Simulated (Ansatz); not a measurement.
## BN (R3m), a vibration from a frozen displacement

Computed with DFT PBEsol, scalar-relativistic, plane waves, PAW (Ansatz 0.2.0). Settings: plane waves to 420 eV, k-mesh 12×12×12 (Γ-centred), Gaussian smearing 0.05 eV. No spin polarisation. Energies are free energies at this smearing, counted from the undisturbed cell; pressure is positive in compression.

Zero of the scan (as given, not relaxed at this level; it stands at 0.7 GPa; this form isn't the usual structure):

```
B N
1.0
     1.25112    0.72234    3.37293
    -1.25112    0.72234    3.37293
     0.00000   -1.44467    3.37293
B N
1 1
Direct
  0.99967 0.99967 0.99967
  0.33276 0.33276 0.33276
```

The cell holds layers and no dispersion correction was added, so their binding is poorly described.

Every N atom is moved by x along the Cartesian unit vector (0.707, 0.707, 0.000); the cell and all other atoms stay fixed. The cell's volume is 18.29 Å³; the moved atoms weigh 14.007 u together and the others 10.810 u.

| x (Å) | ΔE (meV/cell) | total force on the moved atoms along the move (eV/Å) | pressure (GPa) |
| --- | --- | --- | --- |
| -0.3000 | 1480.87 | 8.4397 | 27.6204 |
| -0.2250 | 892.32 | 7.1575 | 16.8325 |
| -0.1500 | 421.87 | 5.2937 | 8.3288 |
| -0.0750 | 111.64 | 2.8947 | 2.7397 |
| 0.0000 | 0.00 | 0.0000 | 0.7216 |
| 0.0750 | 124.77 | -3.4238 | 2.9938 |
| 0.1500 | 530.53 | -7.5322 | 10.3786 |
| 0.2250 | 1280.11 | -12.6695 | 23.8519 |
| 0.2625 | 1812.55 | -15.8034 | 33.2364 |
| 0.3000 | 2471.78 | -19.4514 | 44.6148 |

Q: What frequency belongs to this motion?

A: The force constant is k = −dF/dx = 42.123 eV/Å², from the parabola through x = -0.0750, 0 and 0.0750. In every cell the moved atoms swing against the rest, so the mass is μ = m₁m₂/(m₁ + m₂) = 6.101 u, and ν̃ = 521.5 cm⁻¹ × √(|k|/μ) = 1370 cm⁻¹. To first order in x, and within 1 %, the force on every atom lies along the move and, within each of the two groups, in proportion to the atom's mass, so this is itself a mode at the zone centre of this cell, taken without macroscopic field (the transverse frequency in a polar insulator).

Q: How far does the harmonic law reach?

A: At x = -0.300 Å, kx²/2 = 1895.55 meV against the computed 1480.87 meV (-21.9 %): the well softens in this direction at large amplitude.

The 1370 cm⁻¹ mode is the in-plane B-N stretch of a honeycomb layer, and it lies where sp² boron nitride is known to have its strong in-plane vibration. Its stiffness comes from short, partly ionic σ bonds within the layer; the weak forces between layers should hardly affect it.

The well is markedly lopsided. Positive x drives N almost straight at one B neighbour, so Pauli repulsion steepens the wall, and the energy reaches 2471.78 meV at 0.3000 Å. Negative x stretches that bond and points N more towards the gap between the other two neighbours, which costs only 1480.87 meV. The softening is therefore one side of a mainly cubic anharmonicity, which the threefold site allows, and not a general flattening of the well. Pressure rises for either sign of x, which suggests that the mode would soften if the cell expanded. The scan follows only one direction of a doubly degenerate vibration, so it doesn't fix the anharmonic shift of the fundamental.
